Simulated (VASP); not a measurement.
# SnTe (Fm-3m) in VASP: a series of runs, part 2 of 3

VASP 6.6.1.

## 3. Single point, r2SCAN

This run uses another cell than the first one, of 32.44 Å³/atom.

The input, POSCAR:

```
SnTe
1.0
    0.0000000000      3.1893545707      3.1893545707
    3.1893545707      0.0000000000      3.1893545707
    3.1893545707      3.1893545707      0.0000000000
Sn Te
1 1
Direct
    0.0000000000      0.0000000000      0.0000000000
    0.5000000000      0.5000000000      0.5000000000
```

The input, INCAR.step1:

```
ALGO = Normal
EDIFF = 1E-5
ENCUT = 550
GGA = PE
GGA_COMPAT = False
ISMEAR = -1
LASPH = True
LCHARG = False
LREAL = False
LWAVE = True
NBANDS = 17
NELM = 120
PREC = Accurate
SIGMA = 0.02
```

The input, INCAR.step2:

```
ALGO = Normal
EDIFF = 1E-6
ENCUT = 550
GGA_COMPAT = False
ISIF = 2
ISMEAR = -1
ISTART = 1
LASPH = True
LCHARG = False
LMIXTAU = True
LREAL = False
LWAVE = False
METAGGA = R2SCAN
NBANDS = 17
NELM = 120
PREC = Accurate
SIGMA = 0.02
```

The input, KPOINTS:

```
k-points
0
Gamma
  6 6 6
```

Potentials or basis: VASP PAW PBE potentials, release 64 (Sn_d, Te).

The run is started by

```sh
cat potpaw_PBE.64/Sn_d/POTCAR potpaw_PBE.64/Te/POTCAR > POTCAR
cp INCAR.step1 INCAR
mpirun -np 1 vasp_std > vasp.out
cp INCAR.step2 INCAR
mpirun -np 1 vasp_std > vasp.out
```

OUTCAR:

```text
EDIFF = 1E-6
   ENCUT = 550
   ISIF = 2
   ISMEAR = -1
   ISTART = 1
   LASPH = True
   LREAL = False
   METAGGA = R2SCAN
   NELM = 120
   PREC = Accurate

 ion  position               nearest neighbor table
   1  0.000  0.000  0.000-   2 3.19   2 3.19   2 3.19   2 3.19   2 3.19   2 3.19
   2  0.500  0.500  0.500-   1 3.19   1 3.19   1 3.19   1 3.19   1 3.19   1 3.19

  LATTYP: Found a face centered cubic cell.
 ALAT       =     6.3787091414

  Lattice vectors:

 A1 = (   0.0000000000,   3.1893545707,   3.1893545707)
 A2 = (   3.1893545707,   0.0000000000,   3.1893545707)
 A3 = (   3.1893545707,   3.1893545707,   0.0000000000)

Analysis of symmetry for initial positions (statically):
=====================================================================
 Subroutine PRICEL returns:
 Original cell was already a primitive cell.

 Routine SETGRP: Setting up the symmetry group for a
 face centered cubic supercell.

 Subroutine GETGRP returns: Found 48 space group operations
 (whereof 48 operations were pure point group operations)
 out of a pool of 48 trial point group operations.

The static configuration has the point symmetry O_h .

Analysis of symmetry for dynamics (positions and initial velocities):
=====================================================================
 Subroutine PRICEL returns:
 Original cell was already a primitive cell.

 Routine SETGRP: Setting up the symmetry group for a
 face centered cubic supercell.

 Subroutine GETGRP returns: Found 48 space group operations
 (whereof 48 operations were pure point group operations)
 out of a pool of 48 trial point group operations.

The dynamic configuration has the point symmetry O_h .

 Subroutine INISYM returns: Found 48 space group operations
 (whereof 48 operations are pure point group operations),
 and found     1 'primitive' translations

----------------------------------------------------------------------------------------

                                     Primitive cell

  volume of cell :      64.8841

  direct lattice vectors                    reciprocal lattice vectors
     0.000000000  3.189354571  3.189354571    -0.156771531  0.156771531  0.156771531
     3.189354571  0.000000000  3.189354571     0.156771531 -0.156771531  0.156771531
     3.189354571  3.189354571  0.000000000     0.156771531  0.156771531 -0.156771531

  length of vectors
     4.510428489  4.510428489  4.510428489     0.271536257  0.271536257  0.271536257

  position of ions in fractional coordinates (direct lattice)
     0.000000000  0.000000000  0.000000000
     0.500000000  0.500000000  0.500000000

  ion indices of the primitive-cell ions
   primitive index   ion index
                 1           1
                 2           2

----------------------------------------------------------------------------------------

 KPOINTS: k-points

Automatic generation of k-mesh.
 Grid dimensions read from file:
 generate k-points for:    6    6    6

 Generating k-lattice:

  Cartesian coordinates                     Fractional coordinates (reciprocal lattice)
    -0.026128589  0.026128589  0.026128589     0.166666667  0.000000000  0.000000000
     0.026128589 -0.026128589  0.026128589     0.000000000  0.166666667  0.000000000
     0.026128589  0.026128589 -0.026128589     0.000000000  0.000000000  0.166666667

  Length of vectors
     0.045256043  0.045256043  0.045256043

  Shift w.r.t. Gamma in fractional coordinates (k-lattice)
     0.000000000  0.000000000  0.000000000

 Subroutine IBZKPT returns following result:
 ===========================================

 Found     16 irreducible k-points:

 Following reciprocal coordinates:
            Coordinates               Weight
  0.000000  0.000000  0.000000      1.000000
  0.166667  0.000000  0.000000      8.000000
  0.333333  0.000000  0.000000      8.000000
  0.500000  0.000000  0.000000      4.000000
  0.166667  0.166667  0.000000      6.000000
  0.333333  0.166667  0.000000     24.000000
[... 8 lines left out ...]
 -0.333333  0.333333  0.166667     24.000000
 -0.333333  0.500000  0.166667     12.000000
   k-points           NKPTS =     16   k-points in BZ     NKDIM =     16   number of bands    NBANDS=     17
   number of dos      NEDOS =    301   number of ions     NIONS =      2
   total plane-waves  NPLWV =  46656
   dimension x,y,z NGX =    36 NGY =   36 NGZ =   36
   dimension x,y,z NGXF=    72 NGYF=   72 NGZF=   72
   ions per type =               1   1
   NGX,Y,Z   is equivalent  to a cutoff of  13.27, 13.27, 13.27 a.u.
   NGXF,Y,Z  is equivalent  to a cutoff of  26.54, 26.54, 26.54 a.u.
 SYSTEM =  unknown system
   PREC   = accura    normal or accurate (medium, high low for compatibility)
   ISTART =      1    job   : 0-new  1-cont  2-samecut
   ICHARG =      0    charge: 1-file 2-atom 10-const
   ISPIN  =      1    spin polarized calculation?
   LNONCOLLINEAR =      F non collinear calculations
   LSORBIT =      F    spin-orbit coupling
   LASPH  =      T    aspherical Exc in radial PAW
   ENCUT  =  550.0 eV  40.42 Ry    6.36 a.u.   8.62  8.62  8.62*2*pi/ulx,y,z
   NELM   =    120;   NELMIN=  2; NELMDL=  0     # of ELM steps
   EDIFF  = 0.1E-05   stopping-criterion for ELM
   LREAL  =      F    real-space projection
   EDIFFG = 0.1E-04   stopping-criterion for IOM
   NSW    =      0    number of steps for IOM
   IBRION =     -1    ionic relax: 0-MD 1-quasi-New 2-CG
   NFREE  =      0    steps in history (QN), initial steepest desc. (CG)
   ISIF   =      2    stress and relaxation
   ISYM   =      2    0-nonsym 1-usesym 2-fastsym
   POTIM  = 0.5000    time-step for ionic-motion
   TEBEG  =    0.0;   TEEND  =   0.0 temperature during run
   PSTRESS=    0.0 pullay stress
   NELECT =      20.0000    total number of electrons
   NUPDOWN=      -1.0000    fix difference up-down
   EMIN   =  10.00;   EMAX   =-10.00  energy-range for DOS
   EFERMI =   0.00;   METHOD = LEGACY
   ISMEAR =    -1;   SIGMA  =   0.02  broadening in eV -4-tet -1-fermi 0-gaus
   EFERMI_NEDOS =   21; number of points for ismear=-14 and -15
   IALGO  =     38    algorithm
   IMIX   =      4    mixing-type and parameters
     AMIX     =   0.40;   BMIX     =  1.00
     AMIX_MAG =   1.60;   BMIX_MAG =  1.00
  volume/ion in A,a.u.               =      32.44       218.93
  Fermi-wavevector in a.u.,A,eV,Ry     =   1.105873  2.089797 16.639322  1.222956
  Thomas-Fermi vector in A             =   2.242366
   LORBIT       =      0    0 simple, 1 ext, 2 COOP (PROOUT), +10 PAW based schemes
   METAGGA = R2SCAN    functional components
   LHFCALC =     F    Hartree Fock is set to
   AEXX    =    0.0000 exact exchange contribution
   IVDW    =     0    specifies the selected vdW correction
   LEPSILON=     F    determine dielectric tensor
   LRPA    =     F    only Hartree local field effects (RPA)
 non-spin polarized calculation
  energy-cutoff  :      550.00
  volume of cell :       64.88
 maximum number of plane-waves:      1932
 NGX is ok and might be reduce to    36
   NGX = 17   NGY = 17   NGZ = 17

 number of electron      20.0000002 magnetization

 Free energy of the ion-electron system (eV)
  ---------------------------------------------------
  ext. energy  EPLUGINS =         0.00000000
  ---------------------------------------------------
  free energy    TOTEN  =       -50.68442552 eV

  energy without entropy =      -50.68424100  energy(sigma->0) =      -50.68433326

 E-fermi :   6.6282     XC(G=0):  -9.8928

 val. band max:        6.5565823169   @ k =   0.5000   0.0000   0.0000
 cond. band min:       6.6998037207   @ k =   0.5000   0.0000   0.0000
 fundamental gap:      0.1432214039
 Fermi energy:         6.6281920049

 k-point     1 :       0.0000    0.0000    0.0000
  band No.  band energies     occupation
      1     -16.1892      2.00000
      2     -16.1892      2.00000
      3     -16.1806      2.00000
      4     -16.1806      2.00000
      5     -16.1806      2.00000
      6      -6.6562      2.00000
[... 9 lines left out ...]
     16      11.5989      0.00000
     17      13.5859      0.00000
[... 281 lines left out ...]
 k-point    16 :      -0.3333    0.5000    0.1667
  band No.  band energies     occupation
      1     -16.2024      2.00000
      2     -16.1881      2.00000
      3     -16.1808      2.00000
      4     -16.1743      2.00000
      5     -16.1710      2.00000
      6      -5.0283      2.00000
[... 9 lines left out ...]
     16      16.8748      0.00000
     17      18.0778      0.00000

------------------------ aborting loop because EDIFF is reached ----------------------------------------

  FORCE on cell =-STRESS in cart. coord.  units (eV):
  Direction    XX          YY          ZZ          XY          YZ          ZX
  --------------------------------------------------------------------------------------
  -------------------------------------------------------------------------------------
  Total        0.0011030      0.0011030      0.0011030      0.0000000      0.0000000     -0.0000000
  in kB        0.0272358      0.0272358      0.0272358      0.0000000      0.0000000     -0.0000000
  external PRESSURE =       0.0272358 kB  Pullay stress =       0.0000000 kB

 VOLUME and BASIS-vectors are now :
 -----------------------------------------------------------------------------
  energy-cutoff  :      550.00
  volume of cell :       64.88
      direct lattice vectors                 reciprocal lattice vectors
     0.000000000  3.189354571  3.189354571    -0.156771531  0.156771531  0.156771531
     3.189354571  0.000000000  3.189354571     0.156771531 -0.156771531  0.156771531
     3.189354571  3.189354571  0.000000000     0.156771531  0.156771531 -0.156771531

 POSITION                                       TOTAL-FORCE (eV/Angst)
 -----------------------------------------------------------------------------------
      0.00000      0.00000      0.00000         0.000000      0.000000      0.000000
      3.18935      3.18935      3.18935         0.000000      0.000000     -0.000000
 -----------------------------------------------------------------------------------
    total drift:                               -0.000000      0.000000      0.000000

  FREE ENERGIE OF THE ION-ELECTRON SYSTEM (eV)
  ---------------------------------------------------
  free  energy   TOTEN  =       -50.6844255221 eV

  energy  without entropy=      -50.6842410011  energy(sigma->0) =      -50.68433326
```

OUTCAR.step1:

```text
EDIFF = 1E-5
   ENCUT = 550
   GGA = PE
   ISMEAR = -1
   LASPH = True
[... 530 lines left out ...]
      0.00000      0.00000      0.00000         0.000000      0.000000      0.000000
      3.18935      3.18935      3.18935        -0.000000      0.000000     -0.000000
 -----------------------------------------------------------------------------------
    total drift:                               -0.000000      0.000000      0.000000

  FREE ENERGIE OF THE ION-ELECTRON SYSTEM (eV)
  ---------------------------------------------------
  free  energy   TOTEN  =        -7.5626896826 eV

  energy  without entropy=       -7.5616741640  energy(sigma->0) =       -7.56218192
```

Wall time 30 s (1 thread of Intel Xeon 6975P-C (Granite Rapids), shared host); peak memory 0.21 GiB.

What came out:

```yaml
Free_energy: -50.6844 eV
Pressure: 0.0 GPa
Band_gap_on_the_k_mesh: 0.14 eV
```

Levels at points of the mesh, in eV from the valence-band top:
```tsv
k point	band 6	band 7	band 8	band 9	band 10	band 11	band 12	band 13	band 14	band 15
(0.00, 0.00, 0.00)	-13.21	-4.88	-2.37	-2.37	-2.37	3.36	3.36	3.36	5.04	5.04
(0.50, 0.00, 0.00)	-11.94	-8.60	-2.01	-2.01	0.00	0.14	0.34	0.34	8.13	8.97
(0.50, 0.50, 0.00)	-11.65	-6.73	-5.71	-3.93	-3.93	2.47	4.94	4.94	6.44	9.11
```

Caveat: the PAW data sets were made with another functional, which shifts forces and pressure a little; spin-orbit coupling is left out, which moves the levels of the heavy elements.

## 4. Single point, r2SCAN (33.42 Å³/atom)

This run uses another cell than the first one, of 33.42 Å³/atom.

The input, POSCAR:

```
SnTe
1.0
    0.0000000000      3.2209343925      3.2209343925
    3.2209343925      0.0000000000      3.2209343925
    3.2209343925      3.2209343925      0.0000000000
Sn Te
1 1
Direct
    0.0000000000      0.0000000000      0.0000000000
    0.5000000000      0.5000000000      0.5000000000
```

The input, INCAR.step1:

```
PREC     = Accurate       # precision mode
ENCUT    = 550            # plane-wave cutoff, eV
ISMEAR   = -1             # smearing method
SIGMA    = 0.02           # smearing width, eV
LREAL    = False          # projectors in reciprocal space
LASPH    = True           # aspherical terms in the spheres
NELM     = 120            # most SCF steps
NBANDS   = 17             # bands
GGA      = PE             # functional
ALGO     = Normal         # electronic algorithm
EDIFF    = 1E-5           # SCF threshold, eV
LWAVE    = True           # write WAVECAR
LCHARG   = False          # write CHGCAR
GGA_COMPAT= False
```

The input, INCAR.step2:

```
PREC     = Accurate       # precision mode
ENCUT    = 550            # plane-wave cutoff, eV
EDIFF    = 1E-6           # SCF threshold, eV
ISMEAR   = -1             # smearing method
SIGMA    = 0.02           # smearing width, eV
LREAL    = False          # projectors in reciprocal space
LASPH    = True           # aspherical terms in the spheres
NELM     = 120            # most SCF steps
ALGO     = Normal         # electronic algorithm
ISIF     = 2              # what is computed and relaxed
LWAVE    = False          # write WAVECAR
LCHARG   = True           # write CHGCAR
METAGGA  = R2SCAN         # meta-GGA
LMIXTAU  = True         
LELF     = True           # ELF
LVHAR    = True         
NBANDS   = 17             # bands
ISTART   = 1            
GGA_COMPAT= False
```

The input, KPOINTS:

```
regular mesh
0
Gamma
  6 6 6
```

The run is started by

```sh
cat potpaw_PBE.64/Sn_d/POTCAR potpaw_PBE.64/Te/POTCAR > POTCAR
cp INCAR.step1 INCAR
mpirun -np 1 vasp_std > vasp.out
cp INCAR.step2 INCAR
mpirun -np 1 vasp_std > vasp.out
```

Run time: 31 s. Hardware: 1 thread of Intel Xeon 6975P-C (Granite Rapids), shared host; peak memory 0.22 GiB.

It converged, with:

```
Free energy            : -50.6770 eV
Pressure               : -1.2 GPa
Band gap on the k mesh : 0.23 eV
```

Levels at points of the mesh, in eV from the valence-band top:
```csv
k point,band 8,band 9,band 10,band 11,band 12,band 13
"(0.00, 0.00, 0.00)",-2.22,-2.22,-2.22,3.37,3.37,3.37
"(0.50, 0.00, 0.00)",-1.87,-1.87,0.00,0.23,0.46,0.46
"(0.50, 0.50, 0.00)",-5.42,-3.71,-3.71,2.66,4.86,4.86
```

Caveat: the PAW data sets were made with another functional, which shifts forces and pressure a little; spin-orbit coupling is left out, which moves the levels of the heavy elements. A k mesh can miss the band edges.

(Continued in part 3 of 3.)
